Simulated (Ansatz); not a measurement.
**ZnCu (Pm-3m), a vibration from a frozen displacement**

Computed with Ansatz, DFT PBEsol, scalar-relativistic, plane waves, PAW. Cutoff 420 eV, Γ-centred 16×16×16 k-points, Gaussian smearing of 0.15 eV. No spin polarisation. Energies are free energies at this smearing, counted from the undisturbed cell; pressure is positive in compression.

The undisturbed cell (as given, not relaxed at this level; it stands at -4.7 GPa, and it needn't be the usual structure):

```yaml
crystal:
  lattice:
    - [2.94500, 0.00000, 0.00000]
    - [0.00000, 2.94500, 0.00000]
    - [0.00000, 0.00000, 2.94500]
  atoms:
    - { symbol: Zn, position: [0.50000, 0.50000, 0.50000] }
    - { symbol: Cu, position: [0.00000, 0.00000, 0.00000] }
```

Every Cu atom is moved by x along the Cartesian unit vector (-0.577, -0.577, -0.577); the cell and all other atoms stay fixed. The cell's volume is 25.54 Å³; the moved atoms weigh 63.546 u together and the others 65.380 u. Some rows repeat others by symmetry and weren't run.

```csv
x (Å),ΔE (meV/cell),total force on the moved atoms along the move (eV/Å),pressure (GPa)
-0.1000,22.43,0.4548,-4.1387
-0.0875,17.12,0.3954,-4.2695
-0.0750,12.54,0.3371,-4.3826
-0.0625,8.69,0.2796,-4.4780
-0.0500,5.55,0.2227,-4.5559
-0.0375,3.12,0.1666,-4.6165
-0.0250,1.38,0.1109,-4.6596
-0.0125,0.35,0.0553,-4.6855
0.0000,0.00,0.0000,-4.6941
0.0125,0.35,-0.0553,-4.6855
0.0250,1.38,-0.1109,-4.6596
0.0375,3.12,-0.1666,-4.6165
0.0500,5.55,-0.2227,-4.5559
0.0625,8.69,-0.2796,-4.4780
0.0750,12.54,-0.3371,-4.3826
0.0875,17.12,-0.3954,-4.2695
0.1000,22.43,-0.4548,-4.1387
```

Q: What frequency belongs to this motion?

A: The force constant is k = −dF/dx = 4.420 eV/Å², from the parabola through x = -0.0125, 0 and 0.0125. In every cell the moved atoms swing against the rest, so the mass is μ = m₁m₂/(m₁ + m₂) = 32.225 u, and ν̃ = 521.5 cm⁻¹ × √(|k|/μ) = 193 cm⁻¹, at this cell's pressure of -4.7 GPa. To first order in x, and within 1 %, the force on every atom lies along the move and, within each of the two groups, in proportion to the atom's mass, so this is itself a mode at the zone centre of this cell.

Q: How far does the harmonic law reach?

A: At x = -0.100 Å, kx²/2 = 22.10 meV against the computed 22.43 meV (+1.5 %): the well is still close to harmonic there.

In a metal these slopes depend on the k mesh and the smearing.